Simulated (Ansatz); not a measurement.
SrO (started from an entry of an open crystallographic database), relaxed with r2SCAN, was run in the plane-wave code Ansatz under altered settings. All numbers are computed, without spin polarisation but where a row says otherwise.

```xyz
2
Lattice="0.0000 2.5799 2.5799 2.5799 0.0000 2.5799 2.5799 2.5799 0.0000" Properties=species:S:1:pos:R:3 pbc="T T T"
Sr    2.5799    2.5799    2.5799
O     0.0000    0.0000    0.0000
```

The base run's other keys:
```yaml
kpoints:
  mp_grid: { grid: [6, 6, 6] }
hamiltonian:
  xc: pbesol
scf:
  occupations: { method: fixed }
  n_extra_bands: 4
```

It takes 6 iterations with 645 plane waves at 420 eV and 16 k points, and leaves a mean stress of -1.95 GPa. The gap over this mesh is 3.209 eV. It ran on 4 threads of Arm Neoverse N1, on a shared host.

Outcomes, with energy and stress as changes against the base:
```csv
setting,outcome,ΔF (meV/atom),Δ mean stress (GPa),gap on the mesh (eV),iterations,wall time
crystal.symmetry.detect: false,converged,0.0,0.00,3.209,6,2.5 s
hamiltonian.dispersion: d4,converged,-99,-0.99,3.209,6,0.67 s
basis.ecutwfc: 300,"converged, warned",+223,-0.29,3.217,6,0.55 s
scf.occupations: tetrahedron,"converged, warned",0.0,–,3.209,6,0.6 s
"kpoints.mp_grid.grid: [5, 5, 5]",converged,+0.4,0.00,3.393,6,0.55 s
scf.convergence.dr2_threshold: 1e-12,converged,0.0,0.00,3.209,9,0.64 s
hamiltonian.xc: r2scan (cutoff then 500 eV),converged,–,+1.95,3.799,7,1.2 s
scf.mixing.ndim: 1,converged,0.0,0.00,3.209,15,0.72 s
hamiltonian.xc: mr2scan (cutoff then 500 eV),converged,–,+1.95,3.799,7,1.2 s
"kpoints.mp_grid.grid: [8, 8, 1]","converged, warned",+243,+2.10,3.156,7,0.65 s
scf.mixing.preconditioner: none,converged,0.0,0.00,3.209,6,0.58 s
scf.occupations: gaussian 0.05,converged,0.0,0.00,3.209,6,0.6 s
scf.mixing.preconditioner: resta,converged,0.0,0.00,3.209,6,0.59 s
scf.max_iter: 1,not converged,–,–,–,1,0.4 s
```
A dash marks a value that wasn't obtained or can't be compared. Stress is positive in compression. Its mean hides that meshes of lower symmetry stress the axes unequally. The base took 0.58 s.

- basis.ecutwfc: 300. 411 plane waves in place of 645. The free energy moves by +223 meV an atom, the mean stress by -0.29 GPa and the gap on the mesh by +0.008 eV (to 3.217). The basis is too small: these are errors of the cutoff. Warned: cutoff below recommended.
- scf.occupations: tetrahedron. Energy, stress and gap stay within 1 meV an atom, 0.1 GPa and 0.005 eV of the base. Warned: band table not solved further, tetrahedron derivatives may miss energy slope.
- hamiltonian.xc: r2scan. The cutoff follows the functional, from 420 to 500 eV. The mean stress moves by +1.95 GPa and the gap on the mesh by +0.591 eV (to 3.799). It's another functional on the same cell, so totals aren't comparable.
- hamiltonian.xc: mr2scan. The cutoff follows the functional, from 420 to 500 eV. The mean stress moves by +1.95 GPa and the gap on the mesh by +0.591 eV (to 3.799). It's another functional on the same cell, so totals aren't comparable.
- kpoints.mp_grid.grid: [8, 8, 1]. The free energy moves by +243 meV an atom, the mean stress by +2.10 GPa (single components by up to 20.8) and the gap on the mesh by -0.052 eV (to 3.156). The mesh breaks the crystal's symmetry, so the stress, and any force that symmetry no longer fixes, lose it too. The mesh is too coarse. Warned: symmetry narrowed by mesh.
- scf.max_iter: 1. The run did not converge. It stopped after 1 iteration; the base needs 6. Nothing that it printed is a property of the solid. Error: did not converge after 1 iteration: dr2 = 7.31e-2 (threshold 1.00e-7), under the density mixer `msr1`, which `scf.mixing.algorithm: auto` chose by the deck's other keys (type `scf.mixing.algorithm: msr1` to keep it) […]

Within 1 meV an atom, 0.1 GPa and 0.005 eV of the base stay: crystal.symmetry.detect: false; scf.occupations: tetrahedron; scf.convergence.dr2_threshold: 1e-12; scf.mixing.ndim: 1; scf.mixing.preconditioner: none; scf.occupations: gaussian 0.05; scf.mixing.preconditioner: resta.
